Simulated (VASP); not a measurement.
Input of a VASP 6.6.1 run:

INCAR

```
PREC     = Accurate       # precision mode
ENCUT    = 520            # plane-wave cutoff, eV
EDIFF    = 1E-7           # SCF threshold, eV
ISMEAR   = 0              # smearing method
SIGMA    = 0.05           # smearing width, eV
LREAL    = F              # projectors in reciprocal space
LASPH    = T              # aspherical terms in the spheres
NELM     = 150            # most SCF steps
ALGO     = Normal         # electronic algorithm
ISIF     = 2              # what is computed and relaxed
LWAVE    = F              # write WAVECAR
LCHARG   = F              # write CHGCAR
ISPIN    = 2              # spin polarisation
MAGMOM   = 3 0 0          # initial moments
LORBIT   = 11             # projections on sites
NUPDOWN  = 0              # fixed moment
LMAXMIX  = 4              # l up to which the mixer works
LDAU     = T              # DFT+U
LDAUTYPE = 2            
LDAUL    = 2 -1           # shell
LDAUU    = 7 0            # U, eV
LDAUJ    = 0 0          
LDAUPRINT= 1            
GGA      = PE             # functional
```

The input KPOINTS:

```
Automatic mesh
0
Gamma
  8 8 4
```

File POSCAR:

```
CrO2
1.0
    2.7798784700      0.0000000000      0.0000000000
   -1.3899392400      2.4074453800      0.0000000000
    0.0000000000      0.0000000000      4.4845209400
Cr O
1 2
Direct
    0.0000000000      0.0000000000      0.0000000000
    0.3333333333      0.6666666667      0.2520000000
    0.6666666667      0.3333333333      0.7480000000
```

Potentials or basis: VASP PAW PBE potentials, release 64 (Cr_pv, O).

Command:

```bash
$ cat potpaw_PBE.64/Cr_pv/POTCAR potpaw_PBE.64/O/POTCAR > POTCAR
$ mpirun -np 1 vasp_std > vasp.out
```

Q: Predict the largest force.

A: 1.583 eV/Å.

Q: Predict the pressure.

A: -2.6 GPa.

Eigenvalues of the final occupation matrices:
```tsv
site	spin	trace	eigenvalues
site 1 d	1	1.98	0.28 0.28 0.38 0.52 0.52
site 1 d	2	2.04	0.10 0.33 0.33 0.65 0.65
```

Caveat: the moment is held away from its start; the total moment is fixed, so each spin has its own Fermi level; forces of over 1 eV/Å show positions far from the minimum, so gaps and moduli don't describe the material at rest. The state reached can hang on the start; a lower one may exist.
